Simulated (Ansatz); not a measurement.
One crystal and one scan (scan of one atom of the cell) at two levels, PBE (plane waves to 420 eV, PAW, scalar-relativistic; Ansatz, a first-principles code) and PBEsol (plane waves to 420 eV, PAW, scalar-relativistic; Ansatz), each from its own relaxed cell and on its own mesh. The cell shown is that of PBE.

InN (zinc blende)

```yaml
crystal:
  lattice:
    - [0.00000, 2.52449, 2.52449]
    - [2.52449, 0.00000, 2.52449]
    - [2.52449, 2.52449, 0.00000]
  atoms:
    - { symbol: N, position: [0.75000, 0.75000, 0.75000] }
    - { symbol: In, position: [0.00000, 0.00000, 0.00000] }
```

Scan: atom 2 (In, nearest neighbour N at 2.186 Å; its periodic images, 3.6 Å or more away, move with it) is displaced along Cartesian x, direction (1.000, 0.000, 0.000) in Cartesian axes, by s. The other atoms stay.

E stands for the smeared free energy. InN was relaxed with its symmetry unable to fall. With partly filled bands, energies and forces of such displacements shift with the k mesh and the smearing. Both scans cover s from -0.220 to 0.220 Å.

ΔE (meV/cell), each from the undisplaced structure of its own level:

```json
[
 {"s (Å)": "-0.220", "PBE": "202", "PBEsol": "221"},
 {"s (Å)": "-0.176", "PBE": "131", "PBEsol": "withheld"},
 {"s (Å)": "-0.132", "PBE": "74", "PBEsol": "81"},
 {"s (Å)": "-0.088", "PBE": "33", "PBEsol": "36"},
 {"s (Å)": "-0.044", "PBE": "8", "PBEsol": "9"},
 {"s (Å)": "0.000", "PBE": "0", "PBEsol": "0"},
 {"s (Å)": "0.044", "PBE": "8", "PBEsol": "9"},
 {"s (Å)": "0.088", "PBE": "33", "PBEsol": "36"},
 {"s (Å)": "0.132", "PBE": "74", "PBEsol": "81"},
 {"s (Å)": "0.176", "PBE": "131", "PBEsol": "withheld"},
 {"s (Å)": "0.220", "PBE": "202", "PBEsol": "221"}
]
```

**Question.** Estimate the PBEsol value at -0.176 from the PBE value there and the ratio of the two levels in the two nearest given rows on that side of the minimum.

**Answer.** At -0.132 and -0.220 the ratio PBEsol/PBE averages 1.094, which gives 1.094 × 131 = 143 meV/cell. The calculation gives 143 meV/cell, +9.2 % against PBE.

(A displaced cell: forces are minus the slopes of the energy, force constants its curvatures, and phonons follow from these.)
